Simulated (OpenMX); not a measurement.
Wanted: the native input for an OpenMX 3.8.5 run.

- Task: atomic charges
- Functional: LDA
- Potentials or basis: OpenMX 2013 LDA set, Cd7.0-s3p2d2, S7.0-s2p2d1f1, grid cutoff 500 Ry
- k mesh: 7 × 7 × 7
- Occupations: fermi-dirac, width 0.05 eV
- Spin: non-collinear spin, ferromagnetic start, spin-orbit coupling
- Starting moments: [[0.5, 0.0, 0.0], [0.0, 0.0, 0.0]] μB
- Spin constraint: directions
- Mixing scheme: rmm-diisk
- SCF threshold: 1e-07 Ha
- Solver: band
- Max SCF cycles: 100
- Constraint strength: 0.5 eV

The system is CdS (Hawleyite).

```xyz
2
Lattice="0.0000 2.9165 2.9165 2.9165 0.0000 2.9165 2.9165 2.9165 0.0000" Properties=species:S:1:pos:R:3 pbc="T T T"
Cd    0.0000    0.0000    0.0000
S     4.3748    4.3748    4.3748
```

One way to write it, as run:

CdS.dat

```
System.CurrrentDirectory             ./
System.Name                          CdS
DATA.PATH                            ./DFT_DATA13
level.of.stdout                      1
level.of.fileout                     1
Species.Number                       2
<Definition.of.Atomic.Species
  Cd  Cd7.0-s3p2d2           Cd_CA13
  S   S7.0-s2p2d1f1          S_CA13
Definition.of.Atomic.Species>

Atoms.Number                         2
Atoms.SpeciesAndCoordinates.Unit     FRAC
<Atoms.SpeciesAndCoordinates
    1  Cd    0.0000000000    0.0000000000    0.0000000000   6.250  5.750    90.00    0.00   90.00    0.00  1  off
    2  S     0.7500000000    0.7500000000    0.7500000000   3.000  3.000     0.00    0.00    0.00    0.00  0  off
Atoms.SpeciesAndCoordinates>

Atoms.UnitVectors.Unit               Ang
<Atoms.UnitVectors
     0.0000000000    2.9165000000    2.9165000000
     2.9165000000    0.0000000000    2.9165000000
     2.9165000000    2.9165000000    0.0000000000
Atoms.UnitVectors>

scf.XcType                           LSDA-CA
scf.SpinPolarization                 nc
scf.SpinOrbit.Coupling               on
scf.Constraint.NC.Spin               on
scf.Constraint.NC.Spin.v             0.5
scf.ElectronicTemperature            580.226
scf.energycutoff                     500.0
scf.maxIter                          100
scf.EigenvalueSolver                 band
scf.Kgrid                            7 7 7
scf.Mixing.Type                      rmm-diisk
scf.Init.Mixing.Weight               0.05
scf.Min.Mixing.Weight                0.001
scf.Max.Mixing.Weight                0.3
scf.Mixing.History                   25
scf.Mixing.StartPulay                8
scf.criterion                        1.0e-7
MD.Type                              nomd
Voronoi.charge                       on
Energy.Decomposition                 on
Voronoi.orbital.moment               on
```

Potentials or basis: OpenMX 2013 LDA set, Cd7.0-s3p2d2, S7.0-s2p2d1f1, grid cutoff 500 Ry.

Launch:

```console
$ openmx CdS.dat -nt 1 > CdS.std
```

It gave:

* Band gap on the k mesh: 1.00 eV, direct
* Net moment: 0.00 μB per cell
* Mulliken charges: Cd +0.29; S -0.29 e
* Voronoi charges: Cd +0.52; S -0.52 e

Caveat: Mulliken charges move with the basis; total energies with and without spin-orbit coupling shouldn't be compared in this program; Voronoi charges part space midway between atoms, whatever their sizes; the basis of atomic orbitals isn't converged, which shifts pressures, moduli and gaps.

Run time: 9.4 min on 1 thread of Intel(R) Xeon(R) Processor @ 2.70GHz (shared host), peak memory 1.1 GiB.
